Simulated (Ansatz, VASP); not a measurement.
# Two plane-wave programs on MgO

```xyz
4
Lattice="2.9582 0.0000 0.0000 -1.4791 2.5618 0.0000 0.0000 0.0000 5.1565" Properties=species:S:1:pos:R:3 pbc="T T T"
Mg    0.0000    0.0000    0.0000
Mg    0.0000    0.0000    2.5783
O     0.0000    1.7079    1.2891
O     1.4791    0.8539    3.8674
```

Alike in both runs: functional PBE; k mesh 10 × 10 × 6; occupations fermi-dirac, width 0.08 eV; no spin polarisation.

Ansatz relaxed the structure, and its values are those at the end. VASP's run is a single point on that final structure, the one shown.

|  | VASP | Ansatz |
| --- | --- | --- |
| version | VASP 6.6.1 | Ansatz 0.2.0 |
| potentials or method | VASP PAW PBE potentials, release 64 (Mg, O) | PAW with Ansatz's default frozen-core files, scalar-relativistic |
| plane-wave cutoff (eV) | 520 | 420 |
| valence electrons in the cell | 16 | 32 |

VASP gave:

| Property | Result |
| --- | --- |
| gap on the k mesh at the Fermi level (eV) | 4.11 |
| pressure (GPa) | -0.7 |

Problem. Which values does Ansatz return?

Solution. gap on the k mesh at the Fermi level (eV): 4.13; pressure (GPa): 0.0.

The functional is the same, so the differences come from potentials, cutoffs and numerics. The two sets of potentials don't hold the same shells in valence.

A k mesh can miss the band edges.
